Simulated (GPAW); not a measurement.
# PbS (P-6m2) in GPAW: reference runs

How does PbS come out in PBE? The cell is run as given and disturbed.

All numbers are computed with GPAW 26.7.0; they aren't measurements. Logs are shortened: lines on timing, memory, paths and dates and some standing lists are left out, and cuts for length are marked. The log counts tension as positive stress, the text compression.

### Step 1. The structure

It takes space group P-6m2 (No. 187, hexagonal). Conventional cell: a = 4.090 Å, b = 4.090 Å, c = 3.788 Å, α = 90.00°, β = 90.00°, γ = 120.00°. Pb (site symmetry -6m2) is surrounded by 6 S at 3.03 Å. S (site symmetry -6m2) is surrounded by 6 Pb at 3.03 Å.

Measurements of this composition are mostly on another form, of space group No. 225.

### Step 2. Single point, PBE

run.py reads:

```python
from ase import Atoms
from ase.dft.bandgap import bandgap
from ase.io import write
from ase.units import GPa
from gpaw import GPAW, PW

atoms = Atoms(['Pb', 'S'],
              cell=[[4.0896976867, 0.0, 0.0],
                    [-2.0448488433, 3.5417820905, 0.0],
                    [0.0, 0.0, 3.788167]],
              scaled_positions=[[0.0, 0.0, 0.0],
                                [0.6666666667, 0.3333333333, 0.5]],
              pbc=True)

calc = GPAW(mode=PW(600),
            xc='PBE',
            kpts={'size': (8, 8, 7), 'gamma': True},
            occupations={'name': 'fermi-dirac', 'width': 0.05},
            nbands=19,
            convergence={'density': 1e-05, 'energy': 1e-05},
            maxiter=150,
            txt='gpaw.txt')
atoms.calc = calc
energy = atoms.get_potential_energy()
forces = atoms.get_forces()
stress = atoms.get_stress()
calc.write('gs.gpw')
write('result.traj', atoms)
print(f'Energy: {energy:.6f} eV')
print('Forces (eV/A):')
print(forces.round(4))
print('Stress (GPa):', (stress / GPa).round(3))
print('Fermi level:', round(calc.get_fermi_level(), 4), 'eV')
print(f'Gap: {bandgap(calc)[0]:.4f} eV, direct: {bandgap(calc, direct=True)[0]:.4f} eV')
```

Potentials or basis: GPAW PAW data sets (gpaw-data 1.2.1), pw.

Command:

```console
$ OMP_NUM_THREADS=1 python run.py
```

gpaw.txt:

```text
__  _  _
 | _ |_)|_||  |
 |__||  | ||/\| - 26.7.0

Input parameters:
  mode=PW(ecut=600.0),
  convergence={'density': 1e-05, 'energy': 1e-05},
  kpts=MonkhorstPack(size=(8, 8, 7), gamma=True),
  maxiter=150,
  nbands=19,
  occupations=Occupations(name='fermi-dirac', width=0.05),
  xc=XC(name='PBE')

Diagonalizing LCAO Hamiltonian
Converting LCAO to pw mode

             S

       Pb

Atoms  # Å, Bohr magnetons
|   | symbol |        x |        y |        z |    initial magnetic moments |
|---|--------|----------|----------|----------|-----------------------------|
| 0 |     Pb | 0.000000 | 0.000000 | 0.000000 | ( 0.0000,  0.0000,  0.0000) |
| 1 |      S | 2.044849 | 1.180594 | 1.894084 | ( 0.0000,  0.0000,  0.0000) |

Unit cell  # Å
| periodic |         x |        y |        z |  lengths |     angles |
|----------|-----------|----------|----------|----------|------------|
|      yes |  4.089698 | 0.000000 | 0.000000 | 4.089698 |  90.000000 |
|      yes | -2.044849 | 3.541782 | 0.000000 | 4.089698 |  90.000000 |
|      yes |  0.000000 | 0.000000 | 3.788167 | 3.788167 | 120.000000 |

Number of symmetries: 12
Symmetry operations  # r_c * U_cc + t_c -> r_c
|    | kind |            matrix            |
|----|------|------------------------------|
|  0 |  σ   |  1, 1, 0,  0,-1, 0,  0, 0, 1 |
|  1 |  C2  |  1, 1, 0,  0,-1, 0,  0, 0,-1 |
|  2 |  E   |  1, 0, 0,  0, 1, 0,  0, 0, 1 |
|  3 |  σ   |  1, 0, 0,  0, 1, 0,  0, 0,-1 |
|  4 |  C3  |  0, 1, 0, -1,-1, 0,  0, 0, 1 |
|  5 |  S3  |  0, 1, 0, -1,-1, 0,  0, 0,-1 |
|  6 |  σ   |  0,-1, 0, -1, 0, 0,  0, 0, 1 |
|  7 |  C2  |  0,-1, 0, -1, 0, 0,  0, 0,-1 |
|  8 |  σ   | -1, 0, 0,  1, 1, 0,  0, 0, 1 |
|  9 |  C2  | -1, 0, 0,  1, 1, 0,  0, 0,-1 |
| 10 |  C3  | -1,-1, 0,  1, 0, 0,  0, 0, 1 |
| 11 |  S3  | -1,-1, 0,  1, 0, 0,  0, 0,-1 |

BZ-sampling:
  Number of BZ points: 448
  Number of IBZ points: 40

  Monkhorst-Pack size: [8, 8, 7]
  Monkhorst-Pack shift: [0.0625, 0.0625, 0.0]

K-points  # in reciprocal-cell coordinates
|     |                                coordinates |     weight |
|-----|--------------------------------------------|------------|
|   0 | (  0.00000000,   0.00000000,   0.00000000) | 0.00223214 |
|   1 | (  0.00000000,   0.00000000,   0.14285714) | 0.00446429 |
|   2 | (  0.00000000,   0.00000000,   0.28571429) | 0.00446429 |
|   3 | (  0.00000000,   0.00000000,   0.42857143) | 0.00446429 |
|   4 | (  0.12500000,   0.00000000,   0.00000000) | 0.01339286 |
|   5 | (  0.12500000,   0.00000000,   0.14285714) | 0.02678571 |
|   6 | (  0.12500000,   0.00000000,   0.28571429) | 0.02678571 |
|   7 | (  0.12500000,   0.00000000,   0.42857143) | 0.02678571 |
|   8 | (  0.25000000,  -0.12500000,   0.00000000) | 0.01339286 |
|   9 | (  0.25000000,  -0.12500000,   0.14285714) | 0.02678571 |
| ... |                                            |            |
|  39 | (  0.50000000,   0.50000000,   0.42857143) | 0.01339286 |

Plane wave coefficients: 1845
Cutoff: 600.0 eV

Spin-components: 1 (collinear spins)
Bands:           19
Projectors:      11
Spin-degeneracy: 2
Datatype:        complex128

Density:
  Valence electrons: 20.0
  Components: 1
  Grid points: [24 24 24]
  Charge: 0.0  # |e|

Potential:
  Grid points: [24 24 24]

species:
  Pb:
    name:    Lead
    Z:       82.0
    valence: 14
    core:    68
    charge:  0.0  # [|e|]
    compensation charges:
      type: gauss
      rc: 0.38  # [Å]
      lmax: 2
    cutoffs:
      filter: 2.36  # [Å]
      core: 2.43  # [Å]
    projectors
    | kind |    occ | energy [eV] | rcut [Å] |
    |------|--------|-------------|----------|
    |   6s |  2.000 |     -11.969 |    1.259 |
    |   6p |  2.000 |      -3.506 |    1.275 |
    |   5d | 10.000 |     -21.211 |    1.217 |
    |    s |        |      15.243 |    1.259 |
    |    p |        |      23.705 |    1.275 |
    |    d |        |       6.001 |    1.217 |

    Using partial waves for Pb as LCAO basis

  S:
    name:    Sulfur
    Z:       16.0
    valence: 6
    core:    10
    charge:  0.0  # [|e|]
    compensation charges:
      type: gauss
      rc: 0.24  # [Å]
      lmax: 2
    cutoffs:
      filter: 1.77  # [Å]
      core: 1.66  # [Å]
    projectors
    | kind |    occ | energy [eV] | rcut [Å] |
    |------|--------|-------------|----------|
    |   3s |  2.000 |     -17.254 |    0.974 |
    |   3p |  4.000 |      -7.008 |    0.979 |
    |    s |        |       9.957 |    0.974 |
    |    p |        |      20.203 |    0.979 |
    |    d |        |       0.000 |    0.900 |

    Using partial waves for S as LCAO basis

Reference energy: -578132.083262  # eV

eigensolver:
  PPCG
  Converge bands: occupied
  niter=2

density mixing:
  MSR1-Mixer
  Pratt-step length: 0.05
  Maximum mixing coefficient: 0.75
  Old densities: 10
  SVD Regularization: 0.005
  Good broyden scale: 1.0
  Trust region scale: 1.0
  Backstep threshold: 4.0
  History deletion threshold: 6.0
  Fourier metric: weight=20.0, sigma=0.015

occupation numbers:
  Fermi-Dirac:
    width: 0.0500  # eV

poisson solver:
  ecut: 4800.0  # eV

xc functional:
  name: PBE with 2 nearest neighbor stencil

convergence criteria:
- Maximum integral of absolute [dens]ity change: 1e-05 electrons / valence electron
- Maximum [total energy] change in last 3 cyles: 1e-05 eV / valence electron
- Maximum integral of absolute [eigenst]ate change: 4e-08 eV^2 / valence electron
maximum number of iterations: 150

SCF iterations
|iter     | |      energy | eigst |  dens |
|---------|-|-------------|-------|-------|
|iter:   1| |   -9.312360 | -0.19 |       |
|iter:   2| |   -9.167228 | -1.91 | -1.13 |
|iter:   3| |   -8.736601 | -1.51 | -1.18 |
|iter:   4| |   -8.736504 | -3.58 | -1.80 |
|iter:   5| |   -8.736971 | -3.98 | -2.13 |
|iter:   6| |   -8.737026 | -5.32 | -3.06 |
|iter:   7| |   -8.737036c| -6.20 | -3.51 |
|iter:   8| |   -8.737037c| -7.24 | -4.36 |
|iter:   9| |   -8.737037c| -8.33c| -4.98 |
|iter:  10| |   -8.737037c| -8.44c| -5.44c|

Converged in 10 steps
Energy contributions relative to reference atoms: (reference = -578132.083262)

Energy contributions:
  Kinetic:          15.111199
  Coulomb:         -15.969137
  Zero:              0.052975
  External:          0.000000
  Xc:               -7.931284
  Entropy:          -0.001580
  Spinorbit:         0.000000
  ----------------------------
  Free energy:      -8.737827
  Extrapolated:     -8.737037

dipole moment: (-7.947533, -15.372018, -16.011816)  # |e|*Ang

Fermi level: 5.574
Eigenvalues  # (at kpt = [0.000, 0.000, 0.000])
| band index |      eig [eV] | occ [0-2] |
|------------|---------------|-----------|
|          0 |       -11.309 |     2.000 |
|        ... |               |           |
|          2 |       -11.293 |     2.000 |
|          3 |       -11.195 |     2.000 |
|          4 |       -11.195 |     2.000 |
|          5 |        -7.569 |     2.000 |
|          6 |        -0.818 |     2.000 |
|          7 |         3.415 |     2.000 |
[... 9 lines left out ...]
|         17 |        16.864 |     0.000 |
|         18 |        17.477 |     0.000 |

Gap: 0.177 eV
Transition (v -> c):
  (s=0, k=24, n=9, [0.38, 0.38, 0.00]) -> (s=0, k=27, n=10, [0.38, 0.38, 0.43])
Direct/indirect transitions are different
Direct gap: 1.617 eV
Transition at: (s=0, k=3, n=9, [0.00, 0.00, 0.43])

Forces  # eV/Ang
|        x |        y |       z |
|----------|----------|---------|
|  0.00000 | -0.00000 | 0.00000 |  # Pb   0
| -0.00000 |  0.00000 | 0.00000 |  # S    1

Stress tensor  # eV/Ang^3
|         x |         y |        z |
|-----------|-----------|----------|
|  0.001112 | -0.000000 | 0.000000 |
| -0.000000 |  0.001112 | 0.000000 |
|  0.000000 |  0.000000 | 0.001058 |

# Writing to gs.gpw (mode='')
```

Run time: 27 s. Hardware: 1 thread of Arm Neoverse V1, shared host; peak memory 0.18 GiB.

What came out:

| Property | Result |
| --- | --- |
| Free energy | -8.7378 eV |
| Pressure | -0.2 GPa |
| Band gap on the k mesh | 0.18 eV, indirect (least direct gap 1.62 eV) |

Caveat: spin-orbit coupling is left out, which as a rule narrows the gap of such compounds by several tenths of an eV; an odd mesh through Γ misses points on the zone boundary, where band edges often lie.

### Step 3. Single point, PBE (atoms moved at random, drawn with an rms of 0.05 Å)

Changes to run.py since step 2:

```diff
@@ -1,4 +1,3 @@
-from ase import Atoms
 from ase.dft.bandgap import bandgap
-from ase.io import write
+from ase.io import read, write
 from ase.units import GPa
@@ -6,9 +5,3 @@
 
-atoms = Atoms(['Pb', 'S'],
-              cell=[[4.0896976867, 0.0, 0.0],
-                    [-2.0448488433, 3.5417820905, 0.0],
-                    [0.0, 0.0, 3.788167]],
-              scaled_positions=[[0.0, 0.0, 0.0],
-                                [0.6666666667, 0.3333333333, 0.5]],
-              pbc=True)
+atoms = read('POSCAR')
```

POSCAR reads:

```
PbS
1.0
    4.0896976867      0.0000000000      0.0000000000
   -2.0448488433      3.5417820905      0.0000000000
    0.0000000000      0.0000000000      3.7881670000
Pb S
1 1
Direct
    0.0091440000      0.0031280000     -0.0018180000
    0.6493990000      0.3189090000      0.5043660000
```

Potentials or basis: GPAW PAW data sets (gpaw-data 1.2.1), pw.

Command:

```console
$ OMP_NUM_THREADS=1 python run.py
```

Wall time 2.4 min (1 thread of Arm Neoverse V1, shared host); peak memory 0.38 GiB.

The run converged. Its results:

- Free energy: -8.7309 eV
- Pressure: -0.1 GPa
- Largest force: 0.155 eV/Å
- Band gap on the k mesh: 0.08 eV, indirect (least direct gap 1.62 eV)

Forces on the atoms (eV/Å):
```
Pb  -0.115 -0.100 -0.027
S    0.115  0.100  0.027
```

Levels at points of the mesh, in eV from the valence-band top:
| k point | band 6 | band 7 | band 8 | band 9 | band 10 | band 11 | band 12 | band 13 | band 14 | band 15 |
| --- | --- | --- | --- | --- | --- | --- | --- | --- | --- | --- |
| (0.00, 0.00, 0.00) | -13.15 | -6.38 | -2.16 | -1.82 | -1.53 | 3.20 | 3.70 | 5.26 | 6.50 | 7.09 |
| (0.00, 0.50, 0.00) | -12.11 | -8.26 | -2.73 | -1.93 | -1.23 | 1.97 | 4.06 | 5.07 | 5.65 | 10.80 |
| (0.50, 0.00, 0.00) | -12.02 | -8.56 | -2.63 | -1.54 | -1.11 | 1.85 | 3.71 | 5.14 | 5.40 | 10.93 |
| (0.50, 0.50, 0.00) | -12.09 | -8.33 | -2.70 | -1.85 | -1.20 | 1.95 | 3.98 | 4.99 | 5.71 | 10.81 |

Caveat: spin-orbit coupling is left out, which as a rule narrows the gap of such compounds by several tenths of an eV; an odd mesh through Γ misses points on the zone boundary, where band edges often lie.

### Step 4. Equation of state, PBE

run.py reads:

```python
from ase.eos import EquationOfState
from ase.io import Trajectory, read
from ase.units import GPa
from gpaw import GPAW, PW

atoms = read('POSCAR')

traj = Trajectory('eos.traj', 'w')
volumes, energies = [], []
for x in [0.94, 0.96, 0.98, 1.0, 1.02, 1.04, 1.06]:
    a = atoms.copy()
    a.set_cell(atoms.cell * x**(1 / 3), scale_atoms=True)
    calc = GPAW(mode=PW(600),
                xc='PBE',
                kpts={'size': (8, 8, 7), 'gamma': True},
                occupations={'name': 'fermi-dirac', 'width': 0.05},
                nbands=19,
                convergence={'density': 1e-05, 'energy': 1e-05},
                maxiter=150,
                txt=f'eos-{x:.2f}.txt')
    a.calc = calc
    energies.append(a.get_potential_energy(force_consistent=True))
    volumes.append(a.get_volume())
    p = -a.get_stress()[:3].mean() / GPa
    calc.write(f'eos-{x:.2f}.gpw')
    traj.write(a)
    print(f'{x:.2f} {volumes[-1]:10.4f} A^3 {energies[-1]:14.6f} eV {p:9.3f} GPa', flush=True)

v0, e0, B = EquationOfState(volumes, energies, eos='birchmurnaghan').fit()
print(f'V0 = {v0:.4f} A^3, E0 = {e0:.6f} eV, B0 = {B / GPa:.2f} GPa')
```

POSCAR reads:

```
PbS
1.0
    4.0896976867      0.0000000000      0.0000000000
   -2.0448488433      3.5417820905      0.0000000000
    0.0000000000      0.0000000000      3.7881670000
Pb S
1 1
Direct
    0.0000000000      0.0000000000      0.0000000000
    0.6666666667      0.3333333333      0.5000000000
```

Command:

```console
$ OMP_NUM_THREADS=1 python run.py
```

Run time: 2.8 min. Hardware: 1 thread of Arm Neoverse V1, shared host; peak memory 0.35 GiB.

It converged, with:

```yaml
Equilibrium_volume: 27.36 Å³/atom
Bulk_modulus_at_fixed_shape_and_positions: 49 GPa
Pressure_derivative_of_the_bulk_modulus: 3.3
```

Energy against volume, from the lowest point:
| volume (Å³/atom) | energy (meV/atom) |
| --- | --- |
| 25.789 | 14.91 |
| 26.338 | 6.10 |
| 26.887 | 1.24 |
| 27.435 | 0.00 |
| 27.984 | 2.10 |
| 28.533 | 7.27 |
| 29.082 | 15.23 |

Caveat: the cell was scaled at fixed shape and fractional positions, which overstates the stiffness of a crystal with free parameters, most of all of layers and chains. Spin-orbit coupling is left out, which matters for the levels of Pb.

### Step 5. The runs side by side

| task | cell | gap on the mesh (eV) | pressure (GPa) |
| --- | --- | --- | --- |
| single point | as given | 0.18 | -0.2 |
| single point | atoms moved at random, drawn with an rms of 0.05 Å | 0.08 | -0.1 |
| equation of state | as given | - | - |

Alike in all rows: level PBE; potentials or basis GPAW PAW data sets (gpaw-data 1.2.1), pw; no spin polarisation; k mesh 8 × 8 × 7; cutoff (eV) 600; smearing fermi-dirac 0.05 eV.

Caveats: spin-orbit coupling is left out, which as a rule narrows the gap of such compounds by several tenths of an eV (some runs); an odd mesh through Γ misses points on the zone boundary, where band edges often lie (some runs); the cell was scaled at fixed shape and fractional positions, which overstates the stiffness of a crystal with free parameters, most of all of layers and chains (some runs).

Total energies depend on the potentials used, so only differences within one code and one set of settings carry meaning.
